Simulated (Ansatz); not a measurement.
## Coordination and ¹⁷O quadrupole coupling in SrTiO3 at a changed volume

Cell: a structure deposited in the COD, relaxed with PBE at fixed cell and then changed (volume scaled by 0.94, ions relaxed).

Space group I4/mcm (No. 140); a = 5.3985, c = 7.6369 Å.

```
site  Wyckoff  site symmetry       x       y       z
  Sr       4b           -42m  0.0000  0.5000  0.2500
  Ti       4c          4/m..  0.0000  0.0000  0.0000
  O5       4a            422  0.0000  0.0000  0.2500
  O7       8h           m.2m  0.2209  0.7209  0.0000
```

One atom of each set is listed; the run and its k-mesh use a cell of 10 atoms with edges of 5.40, 5.40, 5.40 Å.

The numbers come from a DFT calculation in Ansatz (PBE, plane waves and PAW, scalar-relativistic, 420 eV cutoff, Γ-centred 8×8×8 k-points, Fermi–Dirac smearing 0.02 eV).

Q(¹⁷O) = -25.58 mb.

(1) Rank these O sites by |C_Q|, smallest first.
A. O7: 2 Ti at 1.92 Å, angle 167°; also 4 Sr at 2.55–2.86 Å
B. O5: 2 Ti at 1.91 Å, angle 180°; also 4 Sr at 2.70 Å

## Answers

(1) B (0.338 MHz, η = 0.00), A (0.621 MHz, η = 0.09).

An axis of threefold or higher order runs through O5, so V_zz lies along it and η is zero. At O7 V_zz points along the line of its two bonds (within 1°). Like point charges on the first shell alone (each adding as 1/d³) would put O5 above O7: the covalent part of each bond and the atoms beyond the first shell count as well.

At this changed cell the PBE pressure is 18 GPa.
